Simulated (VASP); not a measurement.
**A VASP 6.6.1 single-point calculation on ZnO**

INCAR

```
ENCUT = 520
LASPH = .TRUE.
LWAVE = .FALSE.
NBANDS = 16
NSW = 0
EDIFF = 1E-7
LREAL = .FALSE.
SIGMA = 0.5
IBRION = -1
NELM = 120
ISMEAR = -5
GGA = PE
ISIF = 2
PREC = Accurate
LCHARG = .FALSE.
```

KPOINTS

```
KPOINTS created by Atomic Simulation Environment
0
Gamma
10 10 10
0 0 0
```

POSCAR

```
Zn O
 1.0000000000000000
     0.0000000000000000    2.0697572748000002    2.0697572748000002
     2.0697572748000002    0.0000000000000000    2.0697572748000002
     2.0697572748000002    2.0697572748000002    0.0000000000000000
 Zn  O
   1   1
Cartesian
  0.0000000000000000  0.0000000000000000  0.0000000000000000
  2.0697572748000006  2.0697572748000006  2.0697572748000006
```

The recommended PBE PAW datasets give the neutral cell 18 valence electrons.

Command

```
mpirun -np 1 vasp_std
```

Question: Predict the outcome of this run.

Answer: It converged. Results: gap between bands v and c on the k mesh 1.36 eV; least direct gap on the k mesh 3.14 eV; pressure 32.1 GPa. Band v is the last that the valence electrons fill when counted band by band, and c is the next.

OSZICAR

```
N       E                     dE             d eps       ncg     rms          rms(c)
DAV:   1     0.841395637791E+02    0.84140E+02   -0.98173E+03  1664   0.180E+03
DAV:   2    -0.611208627401E+01   -0.90252E+02   -0.83992E+02  1656   0.298E+02
DAV:   3    -0.987008195388E+01   -0.37580E+01   -0.37465E+01  1776   0.595E+01
DAV:   4    -0.988492668669E+01   -0.14845E-01   -0.14844E-01  1784   0.373E+00
DAV:   5    -0.988496913503E+01   -0.42448E-04   -0.42448E-04  1856   0.192E-01    0.110E+01
DAV:   6    -0.839687018121E+01    0.14881E+01   -0.24825E+00  2144   0.474E+01    0.769E+00
DAV:   7    -0.840692946854E+01   -0.10059E-01   -0.53390E-01  1744   0.109E+01    0.430E+00
DAV:   8    -0.839551735829E+01    0.11412E-01   -0.45218E-02  1584   0.209E+00    0.692E-01
DAV:   9    -0.839326139557E+01    0.22560E-02   -0.43546E-03  2312   0.163E+00    0.574E-02
DAV:  10    -0.839336732218E+01   -0.10593E-03   -0.67319E-04  1656   0.228E-01    0.280E-02
DAV:  11    -0.839338047618E+01   -0.13154E-04   -0.12699E-05  1792   0.563E-02    0.585E-03
DAV:  12    -0.839338035063E+01    0.12555E-06   -0.98934E-07  1888   0.203E-02    0.356E-03
DAV:  13    -0.839337997780E+01    0.37283E-06   -0.36018E-07  1800   0.131E-02    0.251E-04
DAV:  14    -0.839337991470E+01    0.63102E-07   -0.59926E-08   936   0.217E-03
   1 F= -.83933799E+01 E0= -.83933799E+01  d E =0.000000E+00
```

For comparison, a separate PBE run of the intended cell, on usual settings and not on those above, gives a gap of 1.36 eV on its mesh and a pressure of 32.1 GPa.
